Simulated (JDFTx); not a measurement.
# I under changes of volume

One of the cells (44.806 Å³/atom); the others are scaled copies at fixed shape and fractional positions:

```
I
1.0
     2.53835   -3.70662    0.00000
     2.53835    3.70662    0.00000
    -1.62087    0.00000    2.38110
I
1
Direct
  0.50000 0.50000 0.50000
```

```yaml
Program: JDFTx 1.7.0 (patched build)
Functional: PBE
Potentials_or_basis: PseudoDojo-SR-PBE-0.5-standard
Cutoff: 952 eV
Density_cutoff: 3810 eV
k_mesh: 7 × 7 × 11
Occupations: fermi-dirac, width 0.05 eV
Spin: no spin polarisation
```

```tsv
volume (Å³/atom)	energy over the lowest point (meV/atom)	pressure (GPa)
42.118	35.78	2.7
43.014	22.49	2.1
43.910	?	?
44.806	5.83	1.0
45.702	1.72	0.6
46.598	0.00	0.2
47.494	0.38	-0.2
```

Q: What does the run at 43.910 Å³/atom give?

A: Energy over the lowest point 12.64 meV/atom; pressure 1.5 GPa.

Worked out: A Birch-Murnaghan fit of order 3 (a polynomial in V^(-2/3)) to the other rows has its minimum at 46.87 Å³/atom with B0 = V·E''(V) = 19.0 GPa and B' = 5.4 at fixed shape and positions, which overstates the stiffness. It gives 12.64 meV/atom at 43.910 Å³/atom, against the run's 12.64, and -dE/dV = 1.5 GPa, against 1.5.

Energies are extrapolated to zero smearing.

Caveats: an odd number of electrons without spin polarisation forces a metal; a magnetic or distorted state may lie lower.
